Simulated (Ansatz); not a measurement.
49Ti NMR of the central transition in TiO2

Cell: an entry of the Crystallography Open Database (COD), its atoms then relaxed with PBE in this cell.

Space group Pbcn (No. 60); a = 4.5150, b = 5.4970, c = 4.9390 Å.

| site | Wyckoff | site symmetry | x | y | z |
| --- | --- | --- | --- | --- | --- |
| Ti | 4c | .2. | 0.0000 | 0.1745 | 0.2500 |
| O | 8d | 1 | 0.2704 | 0.3819 | 0.4197 |

One atom of each set is listed.

All values are calculated (Ansatz; DFT, PBE, plane waves and PAW (field gradients read without the response of the frozen cores, which leaves them typically 4 to 6 % off), scalar-relativistic, 420 eV cutoff, Γ-centred 4×4×4 k-points, Fermi–Dirac smearing 0.02 eV), not measured.

49Ti has I = 7/2 and Q = 247.0 mb (Pyykkö 2018); at 7.05 T its Larmor frequency is ν₀ = 17.0 MHz. Only the quadrupole interaction is simulated: positions count from each site's isotropic chemical shift, and shift anisotropy, dipolar and J coupling are left out.

Simulated pattern of one Ti site (static powder, Gaussian broadening 7 kHz):

```tsv
offset (kHz)	height
-243.7	0
-227.4	12
-211.1	34
-194.7	36
-178.4	38
-162.0	40
-145.7	42
-129.4	45
-113.0	49
-96.7	54
-80.3	60
-64.0	69
-47.6	93
-31.3	88
-15.0	77
1.4	77
17.7	75
34.1	100
50.4	52
66.8	38
83.1	34
99.4	31
115.8	10
132.1	0
```

Task: Which |C_Q| and η does the pattern imply?

Result: The pattern spans 338 kHz before broadening and its centre of gravity is at -46.3 kHz, which fixes P_Q; the places of the horns and steps fix η. That gives P_Q = 17.5 MHz, |C_Q| = 16.3 MHz and η = 0.69. The sign of C_Q can't be read from the pattern.

At this cell the PBE pressure is 5 GPa, so with PBE the cell would grow if it were relaxed.
